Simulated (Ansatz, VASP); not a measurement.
# One calculation of Sn, two programs

The input INCAR:

```
PREC     = Accurate       # precision mode
ENCUT    = 600            # plane-wave cutoff, eV
EDIFF    = 1E-6           # SCF threshold, eV
ISMEAR   = -1             # smearing method
SIGMA    = 0.1            # smearing width, eV
LREAL    = False          # projectors in reciprocal space
LASPH    = True           # aspherical terms in the spheres
NELM     = 60             # most SCF steps
ALGO     = Normal         # electronic algorithm
ISIF     = 3              # what is computed and relaxed
LWAVE    = False          # write WAVECAR
LCHARG   = False          # write CHGCAR
GGA      = PS             # functional
IBRION   = 2              # ionic algorithm
NSW      = 80             # ionic steps
EDIFFG   = -0.01          # ionic threshold
```

Contents of KPOINTS:

```
Automatic mesh
0
Gamma
  11 11 11
```

File POSCAR:

```
Sn
1.0
    0.0000000000      2.4111428816      2.4111428816
    2.4111428816      0.0000000000      2.4111428816
    2.4111428816      2.4111428816      0.0000000000
Sn
1
Direct
    0.0000000000      0.0000000000      0.0000000000
```

Input for Ansatz:

```yaml
crystal:
  lattice:
    - [0.0, 2.4111428816, 2.4111428816]
    - [2.4111428816, 0.0, 2.4111428816]
    - [2.4111428816, 2.4111428816, 0.0]
  atoms:
    - { symbol: Sn, position: [0.0, 0.0, 0.0] }
hamiltonian:
  xc: pbesol
  pseudopotentials:
    kind: paw
    azcp:
      Sn: "pseudopotentials/Sn.paw.azcp"
basis:
  ecutwfc: 420
  fft_grid_basis: typed
kpoints:
  mp_grid: { grid: [11, 11, 11], shift: [0, 0, 0] }
magnetization:
  spin_polarized: false
scf:
  occupations: { method: fermi_dirac, width: 0.1 }
relax:
  max_steps: 60
  f_tol: 0.01
  cell: {}
```

The cell was built by a generator and needn't be a form met in nature.

Alike in both runs: task relaxation of cell and atoms; functional PBEsol; k mesh 11 × 11 × 11; occupations fermi-dirac, width 0.1 eV; no spin polarisation.

|  | VASP | Ansatz |
| --- | --- | --- |
| version | VASP 6.6.1 | Ansatz 0.2.0 |
| potentials or method | VASP PAW PBE potentials, release 64 (Sn_d) | plane waves (420 eV) with PAW, scalar-relativistic |
| plane-wave cutoff (eV) | 600 | 420 |
| valence electrons in the cell | 14 | 14 |

|  | VASP | Ansatz | Ansatz less VASP |
| --- | --- | --- | --- |
| relaxed volume (Å³/atom) | 26.54 | 26.55 | +0.015 |
| relaxed cell length with the largest relative difference (Å) | 3.348 | 3.349 | +0.0006 |
| energy change over the relaxation (meV/atom) | -13 | -13 | +0.1 |

Ansatz warned: «pseudo_functional_mismatch».

Caveats: the PAW data sets were made with another functional, which shifts forces and pressure a little (VASP).
